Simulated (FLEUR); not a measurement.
BeTe under changes of volume

One of the cells (21.254 Å³/atom); the others are scaled copies at fixed shape and fractional positions:

```
Te Be
1.0
     0.00000    2.77000    2.77000
     2.77000    0.00000    2.77000
     2.77000    2.77000    0.00000
Te Be
1 1
Direct
  0.75000 0.75000 0.75000
  0.00000 0.00000 0.00000
```

| Property | Result |
| --- | --- |
| Program | FLEUR MaX-R8.1 (later development tree) |
| Functional | PBEsol |
| Potentials or basis | all-electron |
| Basis | FLAPW |
| Kmax | 4.21 1/bohr |
| k mesh | 8 × 8 × 8 |
| Occupations | fermi-dirac, width 0.05 eV |
| Spin | no spin polarisation |

```csv
volume (Å³/atom),energy over the lowest point (meV/atom),gap on the mesh (eV)
19.979,41.17,1.58
20.404,?,?
21.254,5.04,1.75
22.104,0.00,1.84
22.529,2.18,1.89
```

Question: What does the run at 20.404 Å³/atom give?

Answer: Energy over the lowest point 24.77 meV/atom; gap on the mesh 1.64 eV.

Worked out: A Birch-Murnaghan fit of order 2 (a polynomial in V^(-2/3)) to the other rows has its minimum at 22.01 Å³/atom with B0 = V·E''(V) = 60 GPa. It gives 24.80 meV/atom at 20.404 Å³/atom, against the run's 24.77. A straight line through the other rows of the gap, of slope 2.57 eV per unit of ln V, gives 1.64 eV, against the run's 1.64.

Energies are extrapolated to zero smearing.

Caveats: spin-orbit coupling is left out, which moves the levels of the heavy elements.

A mesh can miss the band edges.
